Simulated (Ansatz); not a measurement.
Write the native input for Ansatz 0.2.0 that does the following.

* Task: relaxation of cell and atoms
* Functional: PBEsol0
* Potentials or basis: Ansatz PAW
* Cutoff: 420 eV (not typed: the program's choice for these potentials)
* k mesh: 4 × 4 × 4
* Occupations: fermi-dirac, width 0.05 eV
* Spin: no spin polarisation

Sb:

```xyz
1
Lattice="3.1600 0.0000 0.0000 0.0000 3.1600 0.0000 0.0000 0.0000 3.1600" Properties=species:S:1:pos:R:3 pbc="T T T"
Sb    0.0000    0.0000    0.0000
```

This isn't the form of Sb at room conditions, which is rhombohedral.

These files were run (other wordings do the same):

input

```
crystal:
  lattice:
    - [3.16, 0.0, 0.0]
    - [0.0, 3.16, 0.0]
    - [0.0, 0.0, 3.16]
  atoms:
    - { symbol: Sb, position: [0.0, 0.0, 0.0] }
hamiltonian:
  xc: { exchange: pbesol, correlation: pbesol, exx: { coeff: 0.25 } }
  pseudopotentials: { kind: paw }
kpoints:
  mp_grid: { grid: [4, 4, 4] }
scf:
  occupations: { method: fermi_dirac, width: 0.05 }
output:
  forces: true
  stress: true
  eigenvalues: true
  write_density: true
  write_potential: true
  elf: true
  volumetric_format: npy
relax:
  f_tol: 0.01
  max_steps: 40
  cell: { stress_tol: 0.05 }
```

It gave:

```
Relaxed volume                         : 27.55 Å³/atom
Relaxed cell                           : a = 3.020 Å, b = 3.020 Å, c = 3.020 Å, α = 90.00°, β = 90.00°, γ = 90.00°
Space group after relaxing (to 0.05 Å) : Pm-3m (No. 221)
Energy gained by relaxing              : 103.2 meV/atom
Ionic steps                            : 5
Pressure after relaxing                : 0.0 GPa
Band gap on the k mesh                 : none (metal or under the smearing width)
```

Caveat: the k mesh is coarse (spacing up to 0.50 Å⁻¹), so the values aren't converged, least of all with exact exchange; the plane-wave basis is chosen anew once the cell has moved, so the energies of steps on either side of that aren't comparable; the volume moved by -13 % from the deposited cell, more than functionals usually miss; the PAW data sets come from PBE, with cores solved anew for the run's functional, which leaves a small shift of forces and pressure.

Wall time 30 s on 1 × NVIDIA H100 80GB HBM3 with 2 threads of AMD EPYC 7R13 Processor (Zen 3) (shared host), peak memory 1.5 GiB.
